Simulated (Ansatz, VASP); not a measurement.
## Sb in VASP and in Ansatz

The input INCAR:

```
SYSTEM = Sb
  PREC = Accurate
  ENCUT = 520
  EDIFF = 1E-7
  ISMEAR = -1
  SIGMA = 0.05
  LREAL = .False.
  LASPH = .True.
  NELM = 100
  ALGO = Normal
  ISIF = 2
  LWAVE = .False.
  LCHARG = .True.
  GGA = PE
  LELF = .True.
  LVHAR = .True.
  NBANDS = 12
```

Contents of KPOINTS:

```
Automatic mesh
0
Gamma
  9 9 9
  0 0 0
```

Contents of POSCAR:

```
Sb
1.0
    2.1506003320      1.2416496806      3.8563200000
   -2.1506003320      1.2416496806      3.8563200000
    0.0000000000     -2.4832993611      3.8563200000
Sb
2
Direct
    0.2336400000      0.2336400000      0.2336400000
    0.7663600000      0.7663600000      0.7663600000
```

Input for Ansatz:

```yaml
crystal:
  lattice:
    - [2.150600332, 1.2416496806, 3.85632]
    - [-2.150600332, 1.2416496806, 3.85632]
    - [0.0, -2.4832993611, 3.85632]
  atoms:
    - { symbol: Sb, position: [0.23364, 0.23364, 0.23364] }
    - { symbol: Sb, position: [0.76636, 0.76636, 0.76636] }
kpoints:
  mp_grid: { grid: [9, 9, 9] }
  band_path:
    path:
      - [0.0, 0.0, 0.0]
      - [0.5, 0.5, 0.5]
      - [0.7642201696, 0.2357798304, 0.5]
      - [0.5, -0.2357798304, 0.2357798304]
      - [0.5, 0.0, 0.0]
      - [0.0, 0.0, 0.0]
      - [0.3678899152, -0.3678899152, 0.0]
      - [0.6321100848, 0.0, 0.3678899152]
      - [0.5, 0.0, 0.5]
    npoints: 5
scf:
  occupations: { method: fermi_dirac, width: 0.05 }
hamiltonian:
  xc: pbe
  pseudopotentials: { kind: all_electron, lapw: { basis_error: 0.0005 } }
output:
  forces: true
  stress: true
  eigenvalues: true
```

Change from the starting cell: zz strain of +3 %.

Alike in both runs: task single point; functional PBE; k mesh 9 × 9 × 9; occupations fermi-dirac, width 0.05 eV; no spin polarisation.

```csv
,VASP,Ansatz
version,VASP 6.6.1,Ansatz 0.2.0
potentials or method,"VASP PAW PBE potentials, release 64 (Sb)","all-electron LAPW, scalar-relativistic"
plane-wave cutoff (eV),520,see its input
```

Ansatz gave:

```
pressure (GPa)                                  : 1.5
largest component of the traceless stress (GPa) : 0.86
rms of the force components (eV/Å)              : 0.001
```

Task: Which values does VASP return?

Result: Pressure (GPa): 1.6; largest component of the traceless stress (GPa): 0.88; rms of the force components (eV/Å): 0.024.

Atom by atom the forces differ by 0.024 eV/Å (rms over components). Ansatz ran all-electron here, so the differences hold the error of VASP's frozen core and of both bases.

Caveats: spin-orbit coupling is left out, which moves the levels of the heavy elements; an odd mesh through Γ misses points on the zone boundary, where band edges often lie.
